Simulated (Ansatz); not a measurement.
Wires are cut from relaxed bulk Ag (Fm-3m, 17.83 Å³/atom, gap on the mesh 0.00 eV); atoms and period are relaxed, and energies count from that bulk.

Computed with DFT PBE, scalar-relativistic, plane waves, PAW in Ansatz 0.2.0.

Cutoff 420 eV, Gaussian smearing of 0.05 eV, energies at zero smearing, symmetry of each start kept, no spin polarisation.

```
                             start atoms k mesh excess energy (eV per host atom) line energy (eV/Å) period (Å) gap on the mesh (eV) highest filled level or Fermi level under vacuum (eV)
[110] wire, 15 host atoms a period     15  1×1×18                             0.357               1.887       2.837                     0                                                   4.35
[110] wire, 16 host atoms a period     16  1×1×18                             0.356               1.999       2.852                     0                                                   4.24
```

Each run keeps its start's symmetry and one magnetic start, so lower states can exist.

Cost: 2 runs of about 42 core-minutes in all, on Intel Xeon Platinum 8488C (Sapphire Rapids) (shared hosts).